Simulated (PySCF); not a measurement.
**Nb in PySCF: convergence with density cutoff**

Nb:

```
CELL_PARAMETERS angstrom
0.00000 2.11500 2.11500
2.11500 0.00000 2.11500
2.11500 2.11500 0.00000
ATOMIC_POSITIONS crystal
Nb 0.00000 0.00000 0.00000
```

This isn't the form of Nb at room conditions, which is bcc.

* Program: PySCF 2.14.0
* Task: convergence study
* Functional: PBE
* Potentials or basis: DZVP-MOLOPT-SR/GTH-PBE (potentials made for PBE)
* k mesh: 2 × 2 × 2
* Occupations: fermi-dirac, width 0.05 eV
* Spin: no spin polarisation

These are the settings of the first run; the series varies density cutoff, with any setting tied to it.

Hardware: 2 threads of AMD EPYC 9B45 (Zen 5) (shared host).

```tsv
density cutoff	energy less the tightest run, at zero smearing (meV/atom)	SCF cycles	CPU time (s)	peak memory (GiB)
15 Ha	-533.87	6	5.9	0.13
26 Ha	-106.63	6	12	0.14
36 Ha	-7.70	6	16	0.14
52 Ha	-2.05	5	25	0.16
67 Ha	-0.74	5	32	0.17
82 Ha	-0.11	5	40	0.18
103 Ha	-0.01	5	52	0.2
129 Ha	0.00	5	73	0.25
154 Ha	0.00	5	280	0.64
```

Against the tightest run, the energy stays within 1 meV/atom from 67 Ha on. The tightest run that finished is the yardstick and may itself not be fully converged.

Caveat, for the tightest run too: the k mesh is coarse (spacing up to 1.29 Å⁻¹), so the values aren't converged.
